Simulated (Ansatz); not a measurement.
# ZnSe: the cost of one run

Method: DFT PBEsol, scalar-relativistic, plane waves, PAW, in Ansatz 0.2.0.

16 further runs of the same task are left out: 16 set aside as unsound or not needed.

**1. Starting point**

It takes space group P4/nmm (No. 129, tetragonal). Conventional cell: a = 4.026 Å, b = 4.026 Å, c = 5.529 Å, α = 90.00°, β = 90.00°, γ = 90.00°. Zn (site symmetry -4m2) has 4 Se at 2.50 Å and 4 Zn at 2.85 Å as nearest neighbours. Around Se (site symmetry 4mm) lie 4 Zn at 2.50 Å.

Structure file:

```xyz
4
Lattice="4.0261 0.0000 0.0000 0.0000 4.0261 0.0000 0.0000 0.0000 5.5286" Properties=species:S:1:pos:R:3 pbc="T T T"
Zn    0.0000    0.0000    0.0000
Zn    2.0131    2.0131    0.0000
Se    0.0000    2.0131    1.4826
Se    2.0131    0.0000    4.0460
```

It goes back to an entry of the Materials Project, which need not be the stable form.

This cell was relaxed beforehand with the same method: volume 22.40 Å³/atom, gap on the mesh 1.71 eV.

**2. What is varied**

Atoms count from 1 in the order of the input.

The energy is mapped over a free internal coordinate and the cell.

The axes are (1) shift of Se3 along [0 0 1], its symmetry partners moved as symmetry demands (measured in the relaxed cell): 7 values from −0.3 Å; (2) volume per atom at fixed shape: 7 values from 19.27 to 25.54 Å³.

Nothing else is relaxed (all other coordinates fixed). Energies count from the relaxed crystal. Points are written as (first, second).

**3. Grid point (−0.2 Å, 20.31 Å³)**

input.yaml reads:

```yaml
crystal:
  lattice:
    - [3.8967330728, 0.0, 0.0]
    - [0.0, 3.8967330728, 0.0]
    - [0.0, 0.0, 5.3509728174]
  atoms:
    - { symbol: Zn, position: [0.0, 0.0, 0.0] }
    - { symbol: Zn, position: [0.5, 0.5, 0.0] }
    - { symbol: Se, position: [0.0, 0.5, 0.2319924411] }
    - { symbol: Se, position: [0.5, 0.0, 0.7680075589] }
basis:
  ecutwfc: 520.0
kpoints:
  mp_grid: { grid: [8, 8, 6] }
hamiltonian:
  xc: pbesol
  pseudopotentials: { kind: paw, azcp: { folder: soft_1 } }
scf:
  occupations: { method: gaussian, width: 0.05 }
output:
  forces: true
  stress: true
  eigenvalues: true
```

Launch:

```console
$ ansatz run input.yaml --threads 1 --pin off --max-ram 2048MiB --backend cpu --events-out ev --progress --plain --runs-dir out
```

Q: Estimate wall time and peak memory on 1 thread of Intel Xeon Platinum 8375C at 2.90GHz (Ice Lake), shared host.

About 11 s, with a peak of 0.52 GiB.
